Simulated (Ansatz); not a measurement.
Phonon spectrum of BiTe at 0.98 times its equilibrium volume

All numbers below come from DFT PBEsol, scalar-relativistic, plane waves, PAW in Ansatz 0.2.0. Settings: 420 eV plane-wave cutoff, Γ-centred 12×12×12 mesh, Fermi-Dirac smearing of 0.15 eV. No spin polarisation. Phonons by linear response, acoustic sum rule imposed.

The cell, relaxed in shape and atoms at 0.98 times its equilibrium volume:
```
CELL_PARAMETERS angstrom
0.00000 3.17910 3.17910
3.17910 0.00000 3.17910
3.17910 3.17910 0.00000
ATOMIC_POSITIONS crystal
Bi 0.00000 0.00000 0.00000
Te 0.50000 0.50000 0.50000
```

In a metal, frequencies and elastic constants depend on the k mesh and the smearing, soft modes and shear constants most. Some empty bands missed the eigensolver's threshold. Spin–orbit coupling is left out, which matters for heavy elements. The q mesh is coarse, so values between its points are rough.

Force constants from linear response on a 2×2×2 q mesh.

Task: Is the structure dynamically stable on this mesh?

Result: Yes, on this mesh: no mode is imaginary.

Task: Give the frequencies (cm⁻¹; i marks imaginary ones) at the irreducible q points, in fractions of the reciprocal vectors.

Result:
| q | star | frequencies |
| --- | --- | --- |
| 0.000 0.000 0.000 | 1 | 0 0 0 103 103 103 |
| 0.000 0.000 -0.500 | 4 | 68 68 91 95 95 113 |
| 0.000 -0.500 -0.500 | 3 | 7 7 32 78 78 79 |

Cost: 1 run of about 3.6 core-minutes, on AMD EPYC 7B13 (Zen 3) (shared hosts).